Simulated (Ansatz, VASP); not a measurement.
Two plane-wave programs on Mo

```xyz
1
Lattice="-1.5539 1.5539 1.5539 1.5539 -1.5539 1.5539 1.5539 1.5539 -1.5539" Properties=species:S:1:pos:R:3 pbc="T T T"
Mo    0.0000    0.0000    0.0000
```

Change from the starting cell: volume scaled by 0.95, PAW files.

Alike in both runs: task single point; functional PBE; k mesh 17 × 17 × 17; occupations fermi-dirac, width 0.08 eV; no spin polarisation.

```csv
,VASP,Ansatz
version,VASP 6.6.1,Ansatz 0.2.0
potentials or method,"VASP PAW PBE potentials, release 64 (Mo_sv)","PAW with Ansatz's default frozen-core files, scalar-relativistic"
plane-wave cutoff (eV),520,420
valence electrons in the cell,14,14
```

```tsv
	VASP	Ansatz	Ansatz less VASP
pressure (GPa)	15.5	14.8	-0.63
```

Caveats: so large a pressure means that the cell lies far from this level's equilibrium, or that cutoff or potentials fall short (VASP).
